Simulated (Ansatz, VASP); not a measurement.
Two plane-wave programs on Hf

```
Hf
1.0
     0.00000    2.22000    2.22000
     2.19780    0.00000    2.22000
     2.19780    2.22000    0.00000
Hf
1
Direct
  0.00000 0.00000 0.00000
```

Change from the starting cell: strain -0.0100 x Voigt [1, 0, 0, 0, 0, 0], atoms carried along.

Alike in both runs: task single point; functional PBEsol; k mesh 18 × 18 × 18; occupations gaussian, width 0.15 eV; no spin polarisation.

|  | VASP | Ansatz |
| --- | --- | --- |
| version | VASP 6.6.1 | Ansatz 0.2.0 |
| potentials or method | VASP PAW PBE potentials, release 64 (Hf_pv) | scalar-relativistic, plane waves, PAW |
| plane-wave cutoff (eV) | 520 | 420 |
| valence electrons in the cell | 10 | 26 |

|  | VASP | Ansatz | Ansatz less VASP |
| --- | --- | --- | --- |
| gap on the k mesh at the Fermi level (eV) | none | none | - |
| pressure (GPa) | -0.9 | -0.5 | +0.39 |
| largest component of the traceless stress (GPa) | 0.38 | 0.38 | -0.004 |

A gap of «none» marks a metal or a gap that the smearing closes. With one functional, cell and mesh, what is left measures potentials, basis and numerics. The two sets of potentials don't hold the same shells in valence.

Caveats: the PAW data sets were made with another functional, which shifts forces and pressure a little (VASP). The runs have no spin-orbit coupling, so splittings on Hf are missing.
